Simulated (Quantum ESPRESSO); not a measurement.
The system is I.

```
I
1.0
     3.63503   -2.39502    0.00000
     3.63503    2.39502    0.00000
     0.00000    0.00000    9.79344
I
4
Cartesian
  3.6350 -0.7152 3.7646
  3.6350 1.6799 1.1321
  3.6350 0.7152 6.0288
  3.6350 -1.6799 8.6613
```

Base run:

```yaml
Program: Quantum ESPRESSO 7.5
Functional: PBEsol
Potentials_or_basis: GBRV 1.5 PBEsol
Cutoff: 612 eV
Density_cutoff: 4898 eV
k_mesh: 7 × 7 × 3
Occupations: fermi-dirac, width 0.05 eV
Spin: no spin polarisation
```

Its results: band gap on the k mesh 1.28 eV, indirect (least direct gap 1.36 eV); pressure 0.1 GPa; largest force 0.788 eV/Å.

Problem. The run is repeated on the same cell with these changes: functional from PBEsol to LDA; potentials or basis from GBRV 1.5 PBEsol to GBRV 1.5 LDA. What comes out?

Solution. Band gap on the k mesh 1.23 eV, indirect (least direct gap 1.31 eV); pressure -0.9 GPa; largest force 0.762 eV/Å.

Caveats: spin-orbit coupling is left out, which moves the levels of the heavy elements.

A k mesh can miss the band edges.
